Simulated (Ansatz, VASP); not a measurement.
## One calculation of Si2C, two programs

```
Si C
1.0
     5.06411    0.00000    0.00000
     0.00000    5.06411    0.00000
     0.00000    0.00000    2.88431
Si C
4 2
Direct
  0.30453 0.30453 0.00000
  0.19547 0.80453 0.50000
  0.69547 0.69547 0.00000
  0.80453 0.19547 0.50000
  0.00000 0.00000 0.00000
  0.50000 0.50000 0.50000
```

Alike in both runs: functional PBE; k mesh 8 × 8 × 14; occupations gaussian, width 0.1 eV; no spin polarisation.

Ansatz relaxed the structure, and its values are those at the end. VASP's run is a single point on that final structure, the one shown.

|  | VASP | Ansatz |
| --- | --- | --- |
| version | VASP 6.6.1 | Ansatz 0.2.0 |
| potentials or method | VASP PAW PBE potentials, release 64 (Si, C) | scalar-relativistic, plane waves, PAW |
| plane-wave cutoff (eV) | 520 | 420 |
| valence electrons in the cell | 24 | 24 |

Ansatz gave:

```
gap on the k mesh at the Fermi level (eV) : none
pressure (GPa)                            : 0.0
rms of the force components (eV/Å)        : 0.002
```

Question: Which values does VASP return?

Answer: gap on the k mesh at the Fermi level (eV): none; pressure (GPa): 0.1; rms of the force components (eV/Å): 0.003.

A gap of «none» marks a metal or a gap that the smearing closes.
